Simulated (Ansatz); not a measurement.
A one-shot G0W0 calculation of BeSe in the zincblende structure with the PAW code Ansatz, at the level G0W0@PBE with 237 empty bands, a screening cutoff of 210 eV and a 4×4×4 mesh. The geometry is the r2SCAN minimum.

Input file:
```yaml
crystal:
  lattice:
    - [0.0, 2.5810353743, 2.5810353743]
    - [2.5810353743, 0.0, 2.5810353743]
    - [2.5810353743, 2.5810353743, 0.0]
  atoms:
    - { symbol: Be, position: [0.0, 0.0, 0.0] }
    - { symbol: Se, position: [0.25, 0.25, 0.25] }
kpoints:
  mp_grid: { grid: [4, 4, 4] }
hamiltonian:
  xc: pbe
scf:
  occupations: { method: fixed }
gw:
  n_empty_bands: 237
  ecut_chi: 210
  qp_bands: [v2, c2]
  qp_kpoints: band_edges
  screening: { model: contour_deformation }
```

Run as `ansatz run input.yaml --threads 2 --pin off --max-ram 3686MiB --backend cpu --events-out ev --progress --plain --runs-dir out`. Wall time 34 s on 2 threads of Arm Neoverse V1 (shared host); peak host memory 0.41 GiB.

The output, standing remarks left out:
```
Functional definition: PBE
Crystal: 2 atoms, lattice volume = 34.388 Å³
Basis set: ecut = 420 eV, 645 PW (Γ)
Bands: 13, of which v1, the nominal top of the filled ones, is band 9 counted from 1 (8 counted from 0)
Symmetry: 24 space group operations
Space group: F-43m (ITA 216)
k-points: 8 of 64 (time reversal used)
preconditioner: auto → none  [insulator: Δε(μ)=2.653 eV  ℏωp=17.9 eV]
SCF converged after 6 iterations
Free energy (F): -5563.374031 eV
Fermi energy:    6.862021 eV
--- G₀W₀: contour deformation, 7 samples at zero and on the imaginary axis and 2 off it, 64 q-points, 237 empty bands' worth ---
    ik  band        ε_KS         Σx   Σc(E_QP)       V_xc       Z   E_QP_lin       E_QP  E_QP is
     0     8      6.8620   -18.0924     1.4802   -15.5358  0.7947     5.7757     5.7856  root
     0     9      6.8620   -18.0924     1.4802   -15.5358  0.7947     5.7757     5.7856  root
     0    10     11.1474    -8.2452    -4.6497   -13.2286  0.8028    11.4822    11.4811  root
     0    11     11.8703    -6.0191    -4.5325   -10.9909  0.7954    12.3115    12.3096  root
     1     8      6.2456   -17.6510     1.6192   -14.9446  0.7911     5.1476     5.1584  root
     1     9      6.2456   -17.6510     1.6192   -14.9446  0.7911     5.1476     5.1584  root
     1    10     11.3073    -7.1161    -4.4944   -11.9484  0.8005    11.6463    11.6452  root
     1    11     12.7580    -6.1691    -4.7356   -11.3397  0.7904    13.1952    13.1930  root
     2     8      5.7999   -17.5769     1.7837   -14.6795  0.7877     4.6741     4.6862  root
     2     9      5.7999   -17.5769     1.7837   -14.6795  0.7877     4.6741     4.6862  root
     2    10     11.1545    -7.3942    -4.4401   -12.1403  0.8009    11.4613    11.4605  root
     2    11     12.8291    -5.8547    -4.6639   -10.9095  0.7946    13.2216    13.2200  root
     3     8      5.2439   -17.1038     1.8974   -14.0824  0.7845     4.1066     4.1199  root
     3     9      5.2439   -17.1038     1.8974   -14.0824  0.7845     4.1066     4.1199  root
     3    10     10.6333    -5.8657    -4.2216   -10.3534  0.8051    10.9000    10.8994  root
     3    11     12.6291    -6.5097    -4.5998   -11.3785  0.7974    12.8990    12.8982  root
     6     8      4.2411   -17.0507     2.2843   -13.5869  0.7750     3.0439     3.0617  root
     6     9      4.2411   -17.0507     2.2843   -13.5869  0.7750     3.0439     3.0617  root
     6    10      9.5046    -5.4547    -3.9785    -9.5608  0.8143     9.6325     9.6323  root
     6    11     11.0690    -6.2656    -4.1648   -10.6330  0.8061    11.2720    11.2717  root
     7     8      3.1091   -16.5573     2.6158   -12.7292  0.7640     1.8722     1.8966  root
     7     9      3.6147   -16.1376     2.3299   -12.6537  0.7715     2.4418     2.4607  root
     7    10     12.9972    -6.7859    -4.4361   -11.3598  0.7992    13.1351    13.1348  root
     7    11     13.9477    -5.4103    -5.3584   -11.2040  0.7743    14.3862    14.3830  root
```

The points are ik 0 = (0, 0, 0) (Γ), ik 1 = (0, 0, 1/4), ik 2 = (0, 0, -1/2), ik 3 = (0, 1/4, 1/4), ik 6 = (0, -1/2, -1/2), ik 7 = (1/4, -1/2, -1/4); band 9 is the last filled one.

Over the mesh points the PBE gap of 2.64 eV becomes a quasiparticle gap of 3.85 eV (Γ to k = (0, -1/2, -1/2)), a change of +1.21 eV. Renormalisation factors Z lie between 0.76 and 0.81. No extrapolation in bands, cutoff or mesh was made for G0W0.

No spin polarisation and no zero-point or thermal motion.

Spin-orbit coupling is left out.
